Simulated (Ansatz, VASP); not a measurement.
**CdS (Hawleyite) in two plane-wave programs**

Wanted: the spread between two codes on one cell, functional and k mesh.

Main program and level: Ansatz 0.2.0; plane waves, with VASP 6.6.1 beside it; relaxation of cell and atoms at PBE with D3(BJ).

## (1) The starting structure

It takes space group F-43m (No. 216, cubic). Conventional cell: a = 5.833 Å, b = 5.833 Å, c = 5.833 Å, α = 90.00°, β = 90.00°, γ = 90.00°. Nearest to Cd lie 4 S at 2.53 Å. S has 4 Cd at 2.53 Å nearest. Farther neighbours and most contacts between anions are not listed.

Coordinates:

```xyz
2
Lattice="0.0000 2.9165 2.9165 2.9165 0.0000 2.9165 2.9165 2.9165 0.0000" Properties=species:S:1:pos:R:3 pbc="T T T"
Cd    0.0000    0.0000    0.0000
S     1.4583    1.4583    1.4583
```

## (2) VASP: relaxation of cell and atoms, PBE with D3(BJ)

The relaxed volume is the usual yardstick between codes: its relative difference is about their pressure difference at one cell divided by the bulk modulus.

Lines of VASP's logs that name or quote its potential files are left out, and so is its time.

INCAR reads:

```
SYSTEM = CdS
PREC = Accurate
ENCUT = 520
EDIFF = 1E-06
NELM = 100
ISMEAR = -1
SIGMA = 0.05
LREAL = .FALSE.
ALGO = Normal
GGA = PE
IVDW = 12
NBANDS = 15
LORBIT = 11
LWAVE = .FALSE.
LCHARG = .FALSE.
KPAR = 2
IBRION = 2
NSW = 60
ISIF = 3
EDIFFG = -0.01
```

POSCAR reads:

```
CdS
1.0
    0.0000000000      2.9165000000      2.9165000000
    2.9165000000      0.0000000000      2.9165000000
    2.9165000000      2.9165000000      0.0000000000
Cd S
1 1
Direct
    0.0000000000      0.0000000000      0.0000000000
    0.2500000000      0.2500000000      0.2500000000
```

KPOINTS reads:

```
Automatic mesh
0
Gamma
8 8 8
0 0 0
```

The projector-augmented-wave data sets are Cd and S (PBE family, release 64).

The run is started by

```console
$ mpirun -np 2 vasp_std
```

Numbers of over 12 decimals in the logs are rounded to 6 here.

What it wrote:

```text
[banner, memory and clock lines left out]
running    2 mpi-ranks, on    1 nodes
 distrk:  each k-point on    1 cores,    2 groups
 distr:  one band on    1 cores,    1 groups

 POSCAR found type information on POSCAR CdS
 POSCAR found :  2 types and       2 ions
 LDA part: xc-table for (Slater+PW92), standard interpolation
 POSCAR, INCAR and KPOINTS ok, starting setup
 FFT: planning ... GRIDC
 FFT: planning ... GRID_SOFT
 FFT: planning ... GRID
 WAVECAR not read
 entering main loop
       N       E                     dE             d eps       ncg     rms          rms(c)
DAV:   1     0.110268663821E+03    0.11027E+03   -0.91088E+03   886   0.109E+03
DAV:   2    -0.214149835152E+01   -0.11241E+03   -0.10671E+03  1031   0.269E+02
DAV:   3    -0.663655318215E+01   -0.44951E+01   -0.44839E+01  1094   0.555E+01
DAV:   4    -0.666506772077E+01   -0.28515E-01   -0.28512E-01  1038   0.442E+00
DAV:   5    -0.666546856634E+01   -0.40085E-03   -0.40084E-03  1101   0.500E-01    0.812E+00
DAV:   6    -0.613932862049E+01    0.52614E+00   -0.88446E-01  1262   0.123E+01    0.649E+00
DAV:   7    -0.612041176058E+01    0.18917E-01   -0.20841E-01   968   0.329E+00    0.318E+00
DAV:   8    -0.612071227722E+01   -0.30052E-03   -0.19352E-02  1010   0.188E+00    0.315E-01
DAV:   9    -0.612057202617E+01    0.14025E-03   -0.24082E-03  1080   0.766E-01    0.645E-02
DAV:  10    -0.612070017160E+01   -0.12815E-03   -0.27481E-04  1024   0.174E-01    0.686E-02
DAV:  11    -0.612077895302E+01   -0.78781E-04   -0.11796E-04   990   0.995E-02    0.175E-02
DAV:  12    -0.612077035058E+01    0.86024E-05   -0.32447E-05  1219   0.779E-02    0.990E-03
DAV:  13    -0.612077157710E+01   -0.12265E-05   -0.48265E-06   975   0.145E-02    0.121E-02
DAV:  14    -0.612077139330E+01    0.18380E-06   -0.22234E-07   652   0.295E-03
   1 F= -.67340768E+01 E0= -.67340767E+01  d E =-.673408E+01
 curvature:   0.00 expect dE= 0.000E+00 dE for cont linesearch  0.000E+00
 trial: gam= 0.00000 g(F)=  0.458E-47 g(S)=  0.669E-02 ort = 0.000E+00 (trialstep = 0.100E+01)
 search vector abs. value=  0.669E-02
 bond charge predicted
       N       E                     dE             d eps       ncg     rms          rms(c)
DAV:   1    -0.621757814324E+01   -0.96807E-01   -0.15417E+00   898   0.156E+01    0.225E+00
DAV:   2    -0.614653636941E+01    0.71042E-01   -0.15517E-01   968   0.591E+00    0.816E-01
DAV:   3    -0.613879340569E+01    0.77430E-02   -0.17817E-02  1122   0.153E+00    0.691E-01
DAV:   4    -0.613793760099E+01    0.85580E-03   -0.11702E-03   926   0.312E-01    0.156E-01
DAV:   5    -0.613786571849E+01    0.71883E-04   -0.18377E-04  1101   0.207E-01    0.301E-02
DAV:   6    -0.613786637589E+01   -0.65740E-06   -0.33142E-05   919   0.744E-02    0.224E-02
DAV:   7    -0.613786766667E+01   -0.12908E-05   -0.29678E-06   960   0.133E-02    0.525E-03
DAV:   8    -0.613786764468E+01    0.21995E-07   -0.63815E-07   512   0.118E-02
   2 F= -.67361674E+01 E0= -.67361674E+01  d E =-.209066E-02
 trial-energy change:   -0.002091  1 .order   -0.002152   -0.006686    0.002381
 step:   0.7293(harm=  0.7374)  dis= 0.00000  next Energy=    -6.736491 (dE=-0.241E-02)
 bond charge predicted
       N       E                     dE             d eps       ncg     rms          rms(c)
DAV:   1    -0.614006757941E+01   -0.21999E-02   -0.11232E-01   905   0.416E+00    0.581E-01
DAV:   2    -0.613474520973E+01    0.53224E-02   -0.11810E-02   954   0.165E+00    0.207E-01
DAV:   3    -0.613420733848E+01    0.53787E-03   -0.13358E-03  1115   0.407E-01    0.172E-01
DAV:   4    -0.613416890796E+01    0.38431E-04   -0.83416E-05   933   0.905E-02    0.400E-02
DAV:   5    -0.613416882941E+01    0.78548E-07   -0.11748E-05  1101   0.532E-02    0.111E-02
DAV:   6    -0.613416982993E+01   -0.10005E-05   -0.24112E-06   882   0.189E-02    0.536E-03
DAV:   7    -0.613416980132E+01    0.28612E-07   -0.22357E-07   512   0.350E-03
   3 F= -.67364888E+01 E0= -.67364887E+01  d E =-.241202E-02
 curvature:  -0.37 expect dE=-0.720E-06 dE for cont linesearch -0.720E-06
 trial: gam=-0.01681 g(F)=  0.126E-45 g(S)=  0.196E-05 ort = 0.114E-03 (trialstep = 0.946E+00)
 search vector abs. value=  0.672E-09
 reached required accuracy - stopping structural energy minimisation
```

From OUTCAR (step 2):

```text
ion  position               nearest neighbor table
   1  0.000  0.000  0.000-   2 2.53   2 2.53   2 2.53   2 2.53
   2  0.250  0.250  0.250-   1 2.53   1 2.53   1 2.53   1 2.53

  LATTYP: Found a face centered cubic cell.
 ALAT       =     5.8330000000

 Subroutine GETGRP returns: Found 24 space group operations
 (whereof 24 operations were pure point group operations)

The static configuration has the point symmetry T_d .

 Found     29 irreducible k-points:

   k-points           NKPTS =     29   k-points in BZ     NKDIM =     29   number of bands    NBANDS=     15

   dimension x,y,z NGX =    32 NGY =   32 NGZ =   32
   dimension x,y,z NGXF=    64 NGYF=   64 NGZF=   64

   ENCUT  =  520.0 eV  38.22 Ry    6.18 a.u.   7.67  7.67  7.67*2*pi/ulx,y,z

   NELECT =      18.0000    total number of electrons

 k-points in reciprocal lattice and weights: Automatic mesh
   0.00000000  0.00000000  0.00000000       0.002
   0.12500000  0.00000000  0.00000000       0.016
   0.25000000  0.00000000  0.00000000       0.016
   0.37500000  0.00000000  0.00000000       0.016
   0.50000000  0.00000000  0.00000000       0.008
   0.12500000  0.12500000  0.00000000       0.012
   0.25000000  0.12500000  0.00000000       0.047
   0.37500000  0.12500000  0.00000000       0.047
   0.50000000  0.12500000  0.00000000       0.047
[...]
-0.37500000  0.50000000  0.12500000       0.023
  -0.25000000  0.50000000  0.25000000       0.012

 Edisp (eV)   -0.59830

 average (electrostatic) potential at core
       1 -39.3914       2 -89.2708

 E-fermi :   1.7755

 k-point     1 :       0.0000    0.0000    0.0000
  band No.  band energies     occupation
    ...
      5      -6.0350      2.00000
      6      -6.0350      2.00000
      7       1.1786      1.99999
      8       1.1786      1.99999
      9       1.1786      1.99999
     10       2.2928      0.00006
     11       7.7279      0.00000
     12       7.7279      0.00000
     13       7.7279      0.00000
     14      12.5300      0.00000
    ...

 k-point     2 :       0.1250    0.0000    0.0000
  band No.  band energies     occupation
    ...
      5      -6.0360      2.00000
      6      -6.0360      2.00000
      7       0.1640      2.00000
      8       1.0604      2.00000
      9       1.0604      2.00000
     10       3.1303      0.00000
     11       7.4662      0.00000
     12       7.9230      0.00000
     13       7.9230      0.00000
     14      12.0433      0.00000
    ...

 k-point     3 :       0.2500    0.0000    0.0000
  band No.  band energies     occupation
    ...
      5      -6.0308      2.00000
      6      -6.0308      2.00000
      7      -1.2784      2.00000
      8       0.7940      2.00000
      9       0.7940      2.00000
     10       3.9283      0.00000
     11       7.4624      0.00000
     12       8.2235      0.00000
     13       8.2235      0.00000
     14      11.8090      0.00000
    ...

 Edisp (eV)   -0.60232

  Total       0.00520     0.00520     0.00520    -0.00000     0.00000     0.00000
  in kB       0.16519     0.16519     0.16519    -0.00000     0.00000     0.00000
  external pressure =        0.17 kB  Pullay stress =        0.00 kB

  energy-cutoff  :      520.00
  volume of cell :       50.42
      direct lattice vectors                 reciprocal lattice vectors
     0.000000000  2.932095580  2.932095580    -0.170526501  0.170526501  0.170526501
     2.932095580 -0.000000000  2.932095580     0.170526501 -0.170526501  0.170526501
     2.932095580  2.932095580  0.000000000     0.170526501  0.170526501 -0.170526501

 POSITION                                       TOTAL-FORCE (eV/Angst)
 -----------------------------------------------------------------------------------
      0.00000      0.00000      0.00000         0.000000      0.000000      0.000000
      1.46605      1.46605      1.46605        -0.000000     -0.000000     -0.000000
 -----------------------------------------------------------------------------------
    total drift:                               -0.000000     -0.000000     -0.000000

  FREE ENERGIE OF THE ION-ELECTRON SYSTEM (eV)
  ---------------------------------------------------
  free  energy   TOTEN  =        -6.7364888107 eV

  energy  without entropy=       -6.7364886520  energy(sigma->0) =       -6.73648873

 reached required accuracy - stopping structural energy minimisation

 total charge
# of ion       s       p       d       tot
------------------------------------------
    1        0.424   0.318   9.564  10.305
    2        1.324   2.397   0.000   3.720
--------------------------------------------------
tot          1.747   2.714   9.564  14.026

[... 3 further parts left out ...]
```

CONTCAR:

```
CdS
   1.00000000000000
     0.0000000000000000    2.9320955802083826    2.9320955802083826
     2.9320955802083826   -0.0000000000000000    2.9320955802083826
     2.9320955802083826    2.9320955802083826    0.0000000000000000
  Cd              S
     1     1
Direct
     0.0000000000000000    0.0000000000000000    0.0000000000000000
     0.2500000000000000    0.2500000000000000    0.2500000000000000
```

## (3) Ansatz: relaxation of cell and atoms, PBE with D3(BJ)

Ansatz runs on its default PAW (the set named soft_2) files.

The same cell, functional, mesh and smearing now go to Ansatz, which takes its cutoff from its data sets.

input.yaml reads:

```yaml
crystal:
  lattice:
    - [0.0, 2.9165, 2.9165]
    - [2.9165, 0.0, 2.9165]
    - [2.9165, 2.9165, 0.0]
  atoms:
    - { symbol: Cd, position: [0.0, 0.0, 0.0] }
    - { symbol: S, position: [0.25, 0.25, 0.25] }
hamiltonian:
  xc: pbe
  pseudopotentials: { kind: paw }
  dispersion: d3bj
kpoints:
  mp_grid: { grid: [8, 8, 8] }
scf:
  occupations: { method: fermi_dirac, width: 0.05 }
relax:
  f_tol: 0.01
  max_steps: 60
  cell: { stress_tol: 0.05 }
output:
  forces: true
  stress: true
```

The run is started by

```console
$ ansatz run input.yaml --threads 4 --pin off --max-ram 9216MiB --backend cpu --events-out ev --progress --plain --runs-dir out
```

What it wrote:

```text
Engine: ansatz 0.2.0, aarch64-unknown-linux-gnu
Pseudopotentials: kind: paw
Pseudopotential: Cd, paw, valence charge 20, recommended cutoff 420 eV (normal), Cd.paw.azcp
Pseudopotential: S, paw, valence charge 6, recommended cutoff 420 eV (normal), S.paw.azcp
Functional definition: PBE
  parameter kappa = 0.804
  parameter beta = 0.066725
  exchange = pbe_x(kappa = kappa, mu = beta*pi^2/3)
  correlation = pbe_c(beta = beta)
Crystal: 2 atoms, lattice volume = 49.615 Å³
Basis set: ecut = 420 eV, 941 PW (Γ), exchange–correlation on 60×60×60 points (8 copies of the dense FFT grid, shifted against one another)
Bands: 17, of which v1, the nominal top of the filled ones, is band 13 counted from 1 (12 counted from 0)
Symmetry: 24 space group operations
Space group: F-43m (ITA 216), of the structure as read, at distance tolerance 3.7e-5 Å
k-points: 29 of 512 (time reversal used)
Non-local potential: Cd, projectors of the file, l = 0: 3, l = 1: 2, l = 2: 2, l = 3: 1
Non-local potential: S, projectors of the file, l = 0: 2, l = 1: 2, l = 2: 2
PAW form: soft (Blöchl's): semilocal exchange-correlation on the pseudo side does not see the compensation charge
PAW one-centre angular grid: Cd, 590 points (default); XC on 64 Gauss nodes
PAW one-centre angular grid: S, 110 points (default); XC on 64 Gauss nodes
Initial density: superposition of atomic densities (neutral atoms: chi_scale 0, normalization atom), corrected by the library's trained network
Initial wavefunctions: pseudopotential atomic-orbital guess
Functional: x = pbe(κ = 0.804, μ = 0.219515), c = pbe(β = 0.066725)
SCF iter   1: F=—  HF=-9158.420537 eV  |F-HF|=—  |Δ(HF+E_count)|=         —  Δρ=5.91e-4  dr2=2.14e-4  ethr=1.77e-3  ⟨swp⟩=5.4  Hψ=2409  notcnv=0
preconditioner: auto → none  [insulator: Δε(μ)=1.140 eV  Ē_g=12.375 eV  σ=0.050 eV  W_gap=1.00  n_scr=14 (ndim 8)  ℏωp=22.4 eV  f_vac=0.128  D(μ)=0.00/eV (n_scr^D=0)  ε∞_Penn≈4.3]
SCF iter   2: F=—  HF=-9158.421206 eV  |F-HF|=—  |Δ(HF+E_count)|=   6.69e-4  Δρ=3.29e-4  dr2=3.10e-5  ethr=8.22e-7  ⟨swp⟩=2.5  Hψ=1120  notcnv=0
SCF iter   3: F=—  HF=-9158.421245 eV  |F-HF|=—  |Δ(HF+E_count)|=   3.94e-5  Δρ=1.16e-4  dr2=3.04e-6  ethr=1.19e-7  ⟨swp⟩=2.0  Hψ=725  notcnv=0
SCF iter   4: F=—  HF=-9158.421265 eV  |F-HF|=—  |Δ(HF+E_count)|=   1.95e-5  Δρ=3.25e-5  dr2=2.43e-7  ethr=1.17e-8  ⟨swp⟩=2.0  Hψ=754  notcnv=0
iter 5 did not close the SCF: its close was put off for the readings that it lacked (scf_convergence_deferred on its scf_iter line)
SCF iter   5: F=-9158.421267 eV  HF=-9158.421267 eV  |F-HF|=4.51e-8  |Δ(HF+E_count)|=   1.93e-6  Δρ=6.87e-6  dr2=3.36e-8  ethr=9.33e-10  ⟨swp⟩=2.0  Hψ=754  notcnv=0
SCF iter   6: F=-9158.421267 eV  HF=-9158.421267 eV  |F-HF|=2.56e-9  |Δ(HF+E_count)|=   5.95e-8  Δρ=2.92e-6  dr2=2.97e-9  ethr=1.29e-10  ⟨swp⟩=2.0  Hψ=1740  notcnv=0
SCF 1 converged in 6 iterations: F = -9158.421267 eV  dr2 = 2.97e-9
  greatest PAW one-centre occupation: 1.000 electrons in one spin orbital (limit 2), on the Cd atom at site 0 (counted from 0), in its partial waves of l = 0
relax step   1: F+E_penalty+E_count = -9158.42126676 eV  Δ(F+E_penalty+E_count) = +0.000e0 eV  max|allowed force component| = 1.573e-16 eV/Å  Δτ_max = 0.0000 Å  P = +0.613 GPa  Ω = 49.615 Å³  (6 SCF iters, dr2 threshold 1.00e-7 eV, accepted)
[...]
relax step   2: F+E_penalty+E_count = -9158.42211687 eV  Δ(F+E_penalty+E_count) = -8.501e-4 eV  max|allowed force component| = 7.633e-17 eV/Å  Δτ_max = 0.0000 Å  P = +0.022 GPa  Ω = 50.104 Å³  energy of the carried Pulay correction = -1.115e-4 eV  (4 SCF iters, dr2 threshold 2.00e-7 eV, accepted)
[...]
relax step   3: F+E_penalty+E_count = -9158.42223919 eV  Δ(F+E_penalty+E_count) = -1.223e-4 eV  max|allowed force component| = 6.823e-17 eV/Å  Δτ_max = 0.0000 Å  P = +0.021 GPa  Ω = 50.104 Å³  stress off target by 2.14e-2 GPa  SCF on the basis re-selected at this cell (its energy is not comparable with the rows above)  (6 SCF iters)
basis re-selected at this cell: Δ(F+E_penalty+E_count) = -1.223e-4 eV, ΔP = -0.001 GPa vs the last step (what re-selecting the basis moved, of the pressure what is left beyond the Pulay correction that the steps carried, after the strain that the cell walked since its last selection, with what the two solves' SCF thresholds leave and, on support functions, any second-order correction that the steps lacked; it is no m [...]
SCF converged after 6 iterations
Free energy (F): -9158.422239 eV
Harris-Foulkes:  -9158.422239 eV  (|F-HF|=3.64e-12)
Internal energy: -9158.422239 eV  (E = F + TS)
E sigma→0 (E₀):  -9158.422239 eV
Entropy (-TS):   -0.000000 eV (-0.000 meV/atom)
Fermi energy:    7.373784 eV
--- Per-component energies (eV) ---
  E_band       = -509.566722
  E_kinetic    = 611.769815
  E_local      = -4026.735291  (includes V_loc(G=0)·N_el)
  E_nonlocal   = 62.154037
  E_hartree    = 1848.806243
  E_xc         = -273.865015
  E_vxc        = -309.071907  (∫ρ·V_xc dr)
  E_paw        = -4683.788223  (= ΣΔE_a)
  E_vpaw       = -545.295916  (= ΣTr[D̂ρ^β])
  E_aug_tail   = 0.000016  (compensation charges beyond the density's cutoff)
  E_ewald      = -2696.157125
  E_disp       = -0.606697  (pairwise vdW)
  E_smearing   = -0.000000  (= −TS)
  E_closure    = 0.000000  (closes the sum)
  Σ components = -9158.422239   (vs F -9158.422239, Δ=0.00e0)
--- Forces (eV/Å), atoms counted from 1 ---
  atom   1  Cd     0.00000000    -0.00000000    -0.00000000
  atom   2  S     -0.00000000     0.00000000     0.00000000
  max |Σ_I F_I| component: 6.82e-17 eV/Å
--- Stress (GPa, compression-positive) ---
        0.021390       0.000000       0.000000
       -0.000000       0.021390       0.000000
        0.000000       0.000000       0.021390
  P = ⅓ Tr σ = 0.0214 GPa (0.214 kbar)
--- Relaxed structure (2 steps of the walk, 2 accepted, 1 SCFs on fresh bases) ---
  F+E_penalty+E_count = -9158.42223919 eV   max|allowed force component| = 6.823e-17 eV/Å   (the final SCF, on the basis selected at the relaxed cell)
  cell:  # Å, volume = 50.1041 Å³
    - [0, 2.926045, 2.926045]
    - [2.926045, 0, 2.926045]
    - [2.926045, 2.926045, 0]
  atoms:
    - { symbol: Cd, position: [0, 0, 0] }
    - { symbol: S, position: [0.25, 0.25, 0.25] }
```

It took 1.8 s on 4 threads of Arm Neoverse V2, shared host; peak memory 0.34 GiB.

## (4) Differences

Known differences besides the potentials themselves: both relaxations stop at a tolerance, which leaves soft axes loose, and VASP keeps its plane-wave basis; the data sets hold 26 valence electrons in Ansatz (default PAW (the set named soft_2) files) and 18 in VASP; the cutoff is 420 eV in Ansatz and 520 eV in VASP; VASP leaves aspherical gradient terms in its spheres out (LASPH is not set), Ansatz keeps them; Ansatz adds a Pulay correction to the stress that steers its cell, VASP none. Total energies have different zeros and are not compared.

Compared:

```csv
quantity,Ansatz,VASP,difference
volume (Å³),50.10,50.42,-0.62 %
"edge a after relaxation, in the typed setting (Å)",4.138,4.147,-0.20 %
```

The walks stopped with 0.02 GPa left in Ansatz and 0.02 GPa in VASP; each walk ends within a tolerance, so the volume difference is uncertain by about these residues over the bulk modulus, most in soft cells.

## (5) Results

```yaml
difference_in_volume_relaxation_of_cell_and_atoms_pbe_with_d3_bj: -0.62 %
```

In words: The difference in volume is -0.62 % (relaxation of cell and atoms, PBE with D3(BJ)), within the 1.2 % picked in this series as the mark of a large difference, as far as the stopping tolerances let one tell. Such differences can come from data sets, numerical settings and the points named under the comparisons, not from the functional's error against experiment.

[Lines on the potential files, build, host, timing and source positions are cut from VASP's logs without a mark.]

[Logs are printed without paths, hosts, clocks, repeated set-up lines and the standing remarks that a program may print on its own settings, such as how far it seeks lower states.]

[Hosts, paths, dates, database ids (printed as entryN), source tags and the programs' standing remarks are cut or masked in the printed files.]
